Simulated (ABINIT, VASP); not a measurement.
Given: the input of a run of VASP 6.6.1 on TiTe2. Measurements of this composition are mostly on another form, of space group No. 164.

The input INCAR:

```
PREC = Accurate
ENCUT = 520
EDIFF = 1E-7
ISMEAR = -1
SIGMA = 0.05
LREAL = False
LASPH = True
NELM = 60
ALGO = Normal
ISIF = 2
LWAVE = False
LCHARG = False
GGA = PE
NBANDS = 19
```

Contents of KPOINTS:

```
Automatic mesh
0
Gamma
  9 9 3
```

The input POSCAR:

```
TiTe2
1.0
    3.0255700000      0.0000000000      0.0000000000
    0.0000000000      3.0255700000      0.0000000000
    0.0000000000      0.0000000000      9.3016300000
Ti Te
1 2
Direct
    0.0000000000      0.0000000000      0.0000000000
    0.0000000000      0.0000000000      0.2943100000
    0.0000000000      0.0000000000      0.7056900000
```

Potentials or basis: VASP PAW PBE potentials, release 64 (Ti_sv, Te).

Launch:

```console
$ cat potpaw_PBE.64/Ti_sv/POTCAR potpaw_PBE.64/Te/POTCAR > POTCAR
$ mpirun -np 1 vasp_std > vasp.out
```

**Question.** What does the same run look like in ABINIT 10.8.3 (patched build)? Potentials or basis there: JTH PAW PBE v2.0, cutoff 408 eV.

**Answer.** As run (cutoffs and basis follow the program's own potentials, and thresholds, step limits or extra output files can differ):

File run.abi:

```
pp_dirpath "./"
pseudos "Ti.GGA_PBE-JTH.xml, Te.GGA_PBE-JTH.xml"

acell 3.02557 3.02557 9.30163 Angstrom
rprim
     1.0000000000     0.0000000000     0.0000000000
     0.0000000000     1.0000000000     0.0000000000
     0.0000000000     0.0000000000     1.0000000000
ntypat 2
znucl 22 52
natom 3
typat 1 2 2
xred
     0.0000000000     0.0000000000     0.0000000000
     0.0000000000     0.0000000000     0.2943100000
     0.0000000000     0.0000000000     0.7056900000

ecut 15.0
pawecutdg 30.0
pawxcdev 0

kptopt 1
ngkpt 9 9 3
nshiftk 1
shiftk 0.0 0.0 0.0

ixc 11

nband 16
occopt 3
tsmear 0.00183747

nstep 100
tolvrs 1.0e-9

iomode 3
prtwf 0
prtden 0
prteig 0
prtebands 0
```

Potentials or basis: JTH PAW PBE v2.0.

Run with:

```console
$ abinit run.abi > log 2>&1
```

Both were run:

|  | VASP | ABINIT |
| --- | --- | --- |
| Pressure | 2.9 GPa | 3.0 GPa |

Pressure is positive in compression.
